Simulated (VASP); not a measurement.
# SnSe2 (P-3m1) in VASP: a series of runs

The runs below take SnSe2 through single point, relaxation of cell and atoms, with HSE06, r2SCAN.

Program: VASP 6.6.1. These are calculated values, not measurements. Logs are shortened: lines on timing, memory, paths and dates and some standing lists are left out, and cuts for length are marked.

**1. The structure**

It takes space group P-3m1 (No. 164, trigonal). The conventional cell has a = 3.811 Å, b = 3.811 Å, c = 6.136 Å, α = 90.00°, β = 90.00°, γ = 120.00°. Sn (site symmetry -3m) has 6 Se at 2.68 Å as nearest neighbours. Se (site symmetry 3m) is surrounded by 3 Sn at 2.68 Å.

**2. Single point, HSE06**

Contents of POSCAR:

```
SnSe2
1.0
    3.8110000000      0.0000000000      0.0000000000
   -1.9055000000      3.3004228138      0.0000000000
    0.0000000000      0.0000000000      6.1360000000
Sn Se
1 2
Direct
    0.0000000000      0.0000000000      0.0000000000
    0.6666666667      0.3333333333      0.7510000000
    0.3333333333      0.6666666667      0.2490000000
```

Contents of INCAR.step1:

```
  PREC = Accurate
  ENCUT = 280
  EDIFF = 1E-5
  ISMEAR = 0
  SIGMA = 0.01
  LREAL = False
  LASPH = True
  NELM = 100
  ALGO = Normal
  ISIF = 2
  LWAVE = True
  NKRED = 1
  NBANDS = 21
  GGA = PE
```

Contents of INCAR.step2:

```
  PREC = Accurate
  ENCUT = 280
  EDIFF = 1E-6
  ISMEAR = 0
  SIGMA = 0.01
  LREAL = False
  LASPH = True
  NELM = 100
  ALGO = Normal
  ISIF = 2
  LWAVE = False
  LCHARG = False
  GGA = PE
  LHFCALC = True
  HFSCREEN = 0.2
  PRECFOCK = Fast
  NKRED = 1
  NBANDS = 21
  ISTART = 1
```

Contents of KPOINTS:

```
regular mesh
0
Gamma
  4 4 3
```

Potentials or basis: VASP PAW PBE potentials, release 64 (Sn_d, Se).

On the command line:

```bash
$ cat potpaw_PBE.64/Sn_d/POTCAR potpaw_PBE.64/Se/POTCAR > POTCAR
$ cp INCAR.step1 INCAR
$ mpirun -np 1 vasp_std > vasp.out
$ cp INCAR.step2 INCAR
$ mpirun -np 1 vasp_std > vasp.out
```

OUTCAR:

```text
PREC = Accurate
   ENCUT = 280
   EDIFF = 1E-6
   ISMEAR = 0
   LREAL = False
   LASPH = True
   NELM = 100
   ISIF = 2
   GGA = PE
   LHFCALC = True
   HFSCREEN = 0.2
   PRECFOCK = Fast
   NKRED = 1
   ISTART = 1

 Found      9 irreducible k-points:

 Following reciprocal coordinates:
            Coordinates               Weight
  0.000000  0.000000  0.000000      1.000000
  0.250000 -0.000000  0.000000      6.000000
  0.500000 -0.000000  0.000000      3.000000
  0.250000  0.250000  0.000000      6.000000
  0.000000  0.000000  0.333333      2.000000
  0.250000 -0.000000  0.333333      6.000000
   k-points           NKPTS =      9   k-points in BZ     NKDIM =     48   number of bands    NBANDS=     21
   number of dos      NEDOS =    301   number of ions     NIONS =      3
   total plane-waves  NPLWV =  20736
   dimension x,y,z NGX =    24 NGY =   24 NGZ =   36
   dimension x,y,z NGXF=    48 NGYF=   48 NGZF=   72
   ions per type =               1   2
   NGX,Y,Z   is equivalent  to a cutoff of  10.47, 10.47,  9.75 a.u.
   NGXF,Y,Z  is equivalent  to a cutoff of  20.94, 20.94, 19.51 a.u.
 SYSTEM =  unknown system
   PREC   = accura    normal or accurate (medium, high low for compatibility)
   ISTART =      1    job   : 0-new  1-cont  2-samecut
   ICHARG =      0    charge: 1-file 2-atom 10-const
   ISPIN  =      1    spin polarized calculation?
   LNONCOLLINEAR =      F non collinear calculations
   LSORBIT =      F    spin-orbit coupling
   LASPH  =      T    aspherical Exc in radial PAW
   ENCUT  =  280.0 eV  20.58 Ry    4.54 a.u.   5.20  5.20  8.37*2*pi/ulx,y,z
   NELM   =    100;   NELMIN=  2; NELMDL=  0     # of ELM steps
   EDIFF  = 0.1E-05   stopping-criterion for ELM
   LREAL  =      F    real-space projection
   EDIFFG = 0.1E-04   stopping-criterion for IOM
   NSW    =      0    number of steps for IOM
   IBRION =     -1    ionic relax: 0-MD 1-quasi-New 2-CG
   NFREE  =      0    steps in history (QN), initial steepest desc. (CG)
   ISIF   =      2    stress and relaxation
   ISYM   =      3    0-nonsym 1-usesym 2-fastsym
   POTIM  = 0.5000    time-step for ionic-motion
   TEBEG  =    0.0;   TEEND  =   0.0 temperature during run
   PSTRESS=    0.0 pullay stress
   NELECT =      26.0000    total number of electrons
   NUPDOWN=      -1.0000    fix difference up-down
   EMIN   =  10.00;   EMAX   =-10.00  energy-range for DOS
   EFERMI =   0.00;   METHOD = LEGACY
   ISMEAR =     0;   SIGMA  =   0.01  broadening in eV -4-tet -1-fermi 0-gaus
   EFERMI_NEDOS =   21; number of points for ismear=-14 and -15
   IALGO  =     38    algorithm
   IMIX   =      1    mixing-type and parameters
     AMIX     =   0.40;   BMIX     =  1.00
     AMIX_MAG =   1.60;   BMIX_MAG =  1.00
  volume/ion in A,a.u.               =      25.73       173.61
  Fermi-wavevector in a.u.,A,eV,Ry     =   1.139116  2.152617 17.654722  1.297585
  Thomas-Fermi vector in A             =   2.275820
   LORBIT       =      0    0 simple, 1 ext, 2 COOP (PROOUT), +10 PAW based schemes
   GGA     = PE    functional components
   LHFCALC =     T    Hartree Fock is set to
   PRECFOCK=fast      Normal, Fast or Accurate (Low or Medium for compatibility)
   ENCUT4O =  -1.0   cutoff for four orbital integrals eV
   NKREDX  =     1    reduce k-point grid by
   NKREDY  =     1    reduce k-point grid by
   NKREDZ  =     1    reduce k-point grid by
   AEXX    =    0.2500 exact exchange contribution
   HFSCREEN=    0.2000 screening length (either q_TF or 0.3 A-1)
   HFSCREENC=   0.2000 screening length for correlation (either q_TF or 0.3 A-1)
   ENCUTFOCK=  -1.0 apply spherical cutoff to Coloumb kernel
   IVDW    =     0    specifies the selected vdW correction
   LEPSILON=     F    determine dielectric tensor
   LRPA    =     F    only Hartree local field effects (RPA)
 non-spin polarized calculation
 Gauss-broadening in eV      SIGMA  =   0.01
  energy-cutoff  :      280.00
  volume of cell :       77.18
 maximum number of plane-waves:       836
 NGX is ok and might be reduce to    24
  NGX = 12; NGY = 12; NGZ = 20

 number of electron      25.9999984 magnetization

 Free energy of the ion-electron system (eV)
  ---------------------------------------------------
  ext. energy  EPLUGINS =         0.00000000
  ---------------------------------------------------
  free energy    TOTEN  =       -14.47558832 eV

  energy without entropy =      -14.47558832  energy(sigma->0) =      -14.47558832

 E-fermi :   3.6353     XC(G=0):  -7.8374

 val. band max:        3.5922848605   @ k =   0.0000   0.0000   0.0000
 cond. band min:       5.1066252813   @ k =   0.5000  -0.0000   0.3333
 fundamental gap:      1.5143404208
 Fermi energy:         3.6353188397

 k-point     1 :       0.0000    0.0000    0.0000
  band No.  band energies     occupation
      1     -19.6761      2.00000
      2     -19.6760      2.00000
      3     -19.6226      2.00000
      4     -19.6047      2.00000
      5     -19.6046      2.00000
      6     -11.6993      2.00000
[... 13 lines left out ...]
     20      13.5956      0.00000
     21      14.4491      0.00000

 k-point     2 :       0.2500   -0.0000    0.0000
  band No.  band energies     occupation
      1     -19.7091      2.00000
      2     -19.6646      2.00000
      3     -19.6176      2.00000
      4     -19.6016      2.00000
      5     -19.5936      2.00000
      6     -11.0350      2.00000
[... 13 lines left out ...]
     20      14.3283      0.00000
     21      14.3497      0.00000

 k-point     3 :       0.5000   -0.0000    0.0000
  band No.  band energies     occupation
      1     -19.7438      2.00000
      2     -19.6601      2.00000
      3     -19.6263      2.00000
      4     -19.5834      2.00000
      5     -19.5752      2.00000
      6      -9.8608      2.00000
[... 13 lines left out ...]
     20      15.4283      0.00000
     21      16.9821      0.00000

 k-point     4 :       0.2500    0.2500    0.0000
  band No.  band energies     occupation
      1     -19.7205      2.00000
      2     -19.6803      2.00000
      3     -19.6093      2.00000
      4     -19.5990      2.00000
      5     -19.5803      2.00000
      6      -9.9705      2.00000
[... 13 lines left out ...]
     20      14.5539      0.00000
     21      16.4866      0.00000

 k-point     5 :       0.0000    0.0000    0.3333
  band No.  band energies     occupation
      1     -19.6760      2.00000
      2     -19.6760      2.00000
      3     -19.6225      2.00000
      4     -19.6046      2.00000
      5     -19.6046      2.00000
      6     -11.5636      2.00000
[... 13 lines left out ...]
     20      13.1278      0.00000
     21      13.5593      0.00000

 k-point     6 :       0.2500   -0.0000    0.3333
  band No.  band energies     occupation
      1     -19.7092      2.00000
      2     -19.6646      2.00000
      3     -19.6176      2.00000
      4     -19.6015      2.00000
      5     -19.5936      2.00000
      6     -10.9087      2.00000
[... 13 lines left out ...]
     20      14.1790      0.00000
     21      14.7927      0.00000

 [... further k-points ...]

------------------------ aborting loop because EDIFF is reached ----------------------------------------

  FORCE on cell =-STRESS in cart. coord.  units (eV):
  Direction    XX          YY          ZZ          XY          YZ          ZX
  --------------------------------------------------------------------------------------
  -------------------------------------------------------------------------------------
  Total        1.2931598      1.2931598      1.5643545      0.0000000      0.0000000      0.0000000
  in kB       26.8453397     26.8453397     32.4752025      0.0000000      0.0000000      0.0000000
  external PRESSURE =      28.7219606 kB  Pullay stress =       0.0000000 kB

 VOLUME and BASIS-vectors are now :
 -----------------------------------------------------------------------------
  energy-cutoff  :      280.00
  volume of cell :       77.18
      direct lattice vectors                 reciprocal lattice vectors
     3.811000000  0.000000000  0.000000000     0.262398321  0.151495741  0.000000000
    -1.905500000  3.300422814  0.000000000     0.000000000  0.302991482  0.000000000
     0.000000000  0.000000000  6.136000000     0.000000000  0.000000000  0.162972621

 POSITION                                       TOTAL-FORCE (eV/Angst)
 -----------------------------------------------------------------------------------
      0.00000      0.00000      0.00000         0.000000      0.000000      0.000000
      1.90550      1.10014      4.60814         0.000000     -0.000000     -0.251216
     -0.00000      2.20028      1.52786        -0.000000      0.000000      0.251216
 -----------------------------------------------------------------------------------
    total drift:                                0.000001      0.000001      0.000001

  FREE ENERGIE OF THE ION-ELECTRON SYSTEM (eV)
  ---------------------------------------------------
  free  energy   TOTEN  =       -14.4755883204 eV

  energy  without entropy=      -14.4755883204  energy(sigma->0) =      -14.47558832
```

It took 3 min on 1 thread of AMD EPYC 7R13 (Zen 3), shared host; peak memory 0.22 GiB.

These settings aren't checked as converged: the numbers below hold their error.

What came out:

```yaml
Free_energy: -14.4756 eV
Pressure: 2.9 GPa
Largest_force: 0.251 eV/Å
Band_gap_on_the_k_mesh: 1.51 eV, indirect (least direct gap 1.94 eV)
```

Caveat: the k mesh is coarse (spacing up to 0.48 Å⁻¹), so the values aren't converged, least of all with exact exchange; the cutoff is under 1.25 times the usual one of these potentials, so pressure, stress and relaxed cells hold a basis-set (Pulay) error; the PAW data sets were made with another functional, which shifts forces and pressure a little; spin-orbit coupling is left out, which moves the levels of the heavy elements; an odd mesh through Γ misses points on the zone boundary, where band edges often lie; this functional lacks dispersion, which binds the layers, so the pressure and a relaxed spacing across them are unreliable.

**3. Single point, HSE06**

POSCAR is that of step 2.

Changes to INCAR.step1 since step 2:

```diff
@@ -1,3 +1,3 @@
   PREC = Accurate
-  ENCUT = 280
+  ENCUT = 400
   EDIFF = 1E-5
```

Changes to INCAR.step2 since step 2:

```diff
@@ -1,3 +1,3 @@
   PREC = Accurate
-  ENCUT = 280
+  ENCUT = 400
   EDIFF = 1E-6
```

Contents of KPOINTS:

```
regular mesh
0
Gamma
  4 4 2
```

Potentials or basis: VASP PAW PBE potentials, release 64 (Sn_d, Se).

On the command line:

```bash
$ cat potpaw_PBE.64/Sn_d/POTCAR potpaw_PBE.64/Se/POTCAR > POTCAR
$ cp INCAR.step1 INCAR
$ mpirun -np 1 vasp_std > vasp.out
$ cp INCAR.step2 INCAR
$ mpirun -np 1 vasp_std > vasp.out
```

Wall time 3.4 min (1 thread of AMD EPYC 7R13 (Zen 3), shared host); peak memory 0.25 GiB.

These settings aren't checked as converged: the numbers below hold their error.

What came out:

| Property | Result |
| --- | --- |
| Free energy | -14.4986 eV |
| Pressure | 2.8 GPa |
| Largest force | 0.286 eV/Å |
| Band gap on the k mesh | 1.61 eV, indirect (least direct gap 1.95 eV) |

Caveat: the k mesh is coarse (spacing up to 0.51 Å⁻¹), so the values aren't converged, least of all with exact exchange; the PAW data sets were made with another functional, which shifts forces and pressure a little; spin-orbit coupling is left out, which moves the levels of the heavy elements; this functional lacks dispersion, which binds the layers, so the pressure and a relaxed spacing across them are unreliable.

**4. Single point, HSE06**

POSCAR is that of step 3.

Changes to INCAR.step1 since step 3:

```diff
@@ -1,3 +1,3 @@
   PREC = Accurate
-  ENCUT = 400
+  ENCUT = 460
   EDIFF = 1E-5
```

Changes to INCAR.step2 since step 3:

```diff
@@ -1,3 +1,3 @@
   PREC = Accurate
-  ENCUT = 400
+  ENCUT = 460
   EDIFF = 1E-6
```

KPOINTS is that of step 3.

On the command line:

```bash
$ cat potpaw_PBE.64/Sn_d/POTCAR potpaw_PBE.64/Se/POTCAR > POTCAR
$ cp INCAR.step1 INCAR
$ mpirun -np 1 vasp_std > vasp.out
$ cp INCAR.step2 INCAR
$ mpirun -np 1 vasp_std > vasp.out
```

Wall time 4.1 min (1 thread of AMD EPYC 7R13 (Zen 3), shared host); peak memory 0.27 GiB.

These settings aren't checked as converged: the numbers below hold their error.

Results:

- Free energy: -14.4988 eV
- Pressure: 2.9 GPa
- Largest force: 0.286 eV/Å
- Band gap on the k mesh: 1.61 eV, indirect (least direct gap 1.95 eV)

Caveat: the k mesh is coarse (spacing up to 0.51 Å⁻¹), so the values aren't converged, least of all with exact exchange; the PAW data sets were made with another functional, which shifts forces and pressure a little; spin-orbit coupling is left out, which moves the levels of the heavy elements; this functional lacks dispersion, which binds the layers, so the pressure and a relaxed spacing across them are unreliable.

**5. Single point, HSE06**

POSCAR is that of step 4.

Changes to INCAR.step1 since step 4:

```diff
@@ -1,3 +1,3 @@
   PREC = Accurate
-  ENCUT = 460
+  ENCUT = 400
   EDIFF = 1E-5
```

Changes to INCAR.step2 since step 4:

```diff
@@ -1,3 +1,3 @@
   PREC = Accurate
-  ENCUT = 460
+  ENCUT = 400
   EDIFF = 1E-6
@@ -15,3 +15,3 @@
   HFSCREEN = 0.2
-  PRECFOCK = Fast
+  PRECFOCK = Low
   NKRED = 1
```

Contents of KPOINTS:

```
regular mesh
0
Gamma
  4 4 3
```

On the command line:

```bash
$ cat potpaw_PBE.64/Sn_d/POTCAR potpaw_PBE.64/Se/POTCAR > POTCAR
$ cp INCAR.step1 INCAR
$ mpirun -np 1 vasp_std > vasp.out
$ cp INCAR.step2 INCAR
$ mpirun -np 1 vasp_std > vasp.out
```

It took 4.4 min on 1 thread of AMD EPYC 7R13 (Zen 3), shared host; peak memory 0.25 GiB.

These settings aren't checked as converged: the numbers below hold their error.

Results:

```yaml
Free_energy: -14.4805 eV
Pressure: 2.9 GPa
Largest_force: 0.249 eV/Å
Band_gap_on_the_k_mesh: 1.51 eV, indirect (least direct gap 1.94 eV)
```

Caveat: the k mesh is coarse (spacing up to 0.48 Å⁻¹), so the values aren't converged, least of all with exact exchange; the PAW data sets were made with another functional, which shifts forces and pressure a little; spin-orbit coupling is left out, which moves the levels of the heavy elements; an odd mesh through Γ misses points on the zone boundary, where band edges often lie; this functional lacks dispersion, which binds the layers, so the pressure and a relaxed spacing across them are unreliable.

(Part 1 of 2 ends here.)
